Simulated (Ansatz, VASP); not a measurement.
MnS: VASP beside Ansatz

```xyz
2
Lattice="0.0000 2.3441 2.3441 2.3441 0.0000 2.3441 2.3441 2.3441 0.0000" Properties=species:S:1:pos:R:3 pbc="T T T"
Mn    0.0000    0.0000    0.0000
S     2.3441    2.3441    2.3441
```

Alike in both runs: task single point; functional PBE; k mesh 12 × 12 × 12; occupations gaussian, width 0.05 eV; no spin polarisation.

|  | VASP | Ansatz |
| --- | --- | --- |
| version | VASP 6.6.1 | Ansatz 0.2.0 |
| potentials or method | VASP PAW PBE potentials, release 64 (Mn_pv, S) | scalar-relativistic, plane waves, PAW |
| plane-wave cutoff (eV) | 520 | 420 |
| valence electrons in the cell | 19 | 21 |

|  | VASP | Ansatz | Ansatz less VASP |
| --- | --- | --- | --- |
| gap on the k mesh at the Fermi level (eV) | none | none | - |
| pressure (GPa) | 0.5 | 0.4 | -0.07 |

A gap of «none» marks a metal or a gap that the smearing closes. With one functional, cell and mesh, what is left measures potentials, basis and numerics. The two sets of potentials don't hold the same shells in valence.

Caveats: the run has no spin polarisation, though such a crystal can be magnetic; semilocal functionals often make such compounds metallic where correlation or magnetic order opens a gap, which also shifts bond lengths. Spin polarisation is off, so any magnetic state and its effect on volume and gap are missing. With open d or f shells a metallic result of PBE can be an artefact of self-interaction; +U or a hybrid may open a gap.
